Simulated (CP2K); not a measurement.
## Ge: band structure with PBE

Crystal: Ge.

```
Ge
1.0
     3.89984    0.00000    0.00000
    -2.89838    2.60924    0.00000
    -0.50073   -1.30462    3.64088
Ge
2
Direct
  0.50000 0.50000 0.00000
  0.25000 0.75000 0.50000
```

This isn't the form of Ge at room conditions, which is diamond.

```json
{
  "Program": "CP2K 2026.2",
  "Task": "band structure",
  "Functional": "PBE",
  "Potentials or basis": "POTENTIAL_UZH Ge GTH-PBE-q4; TZVP-MOLOPT-PBE-GTH basis",
  "Density cutoff": "6123 eV",
  "k mesh": "11 × 11 × 11",
  "Occupations": "fermi-dirac, width 0.1 eV",
  "Spin": "no spin polarisation",
  "SCF solver": "diagonalisation with k points",
  "Quickstep method": "GPW",
  "EPS_DEFAULT": "1.0E-9",
  "EPS_SCF": "1.0E-6",
  "MAX_SCF": "100",
  "SCF_GUESS": "ATOMIC",
  "k points reduced by the point group": "yes",
  "Mesh centred on Gamma": "yes",
  "CHOLESKY": "OFF",
  "EPS_EIGVAL": "1.0E-7",
  "MIXING METHOD": "BROYDEN_MIXING",
  "MIXING ALPHA": "0.4",
  "NBUFFER": "8",
  "NGRIDS": "4",
  "Basis sets": "Ge TZVP-MOLOPT-PBE-GTH-q4",
  "Potentials": "Ge GTH-PBE-q4 of POTENTIAL_UZH",
  "ADDED_MOS": "[10]",
  "Points a segment of the path (NPOINTS)": "10",
  "Bands added on the path": "6",
  "REL_CUTOFF (Ry)": "60 Ry",
  "MIXING BETA (1/bohr)": "1.5 1/bohr",
  "CUTOFF of the grids": "450 Ry"
}
```

* Pressure: 4.4 GPa
* Band gap on the k mesh: none (metal or under the smearing width)

Stress tensor (GPa, compression positive):
```
 4.46 -0.11  0.00
-0.11  4.23  0.00
 0.00  0.00  4.51
```

Levels at the corners of the path, in eV from the Fermi level:
```csv
point,band 2,band 3,band 4,band 5,band 6,band 7
Γ,-4.12,-2.33,-2.33,4.53,7.88,7.88
X,-10.60,0.60,0.60,1.95,1.95,7.93
M,-8.94,-5.94,-5.94,6.37,6.37,11.13
Γ,-4.12,-2.33,-2.33,4.53,7.88,7.88
Z,-6.51,-3.85,-3.64,-3.64,3.84,6.90
P,-6.91,-4.37,-4.37,4.31,4.31,5.02
N,-6.42,-2.67,-2.01,-1.34,2.54,3.67
Z1,-6.51,-3.85,-3.64,-3.64,3.84,6.90
M,-8.94,-5.94,-5.94,6.37,6.37,11.13
X,-10.60,0.60,0.60,1.95,1.95,7.93
P,-6.91,-4.37,-4.37,4.31,4.31,5.02
```

Wall time 22 s on 2 threads of Arm Neoverse V1 (shared host), peak memory 0.27 GiB.

Caveat: the basis of atomic orbitals isn't converged, which shifts pressures, moduli and gaps.
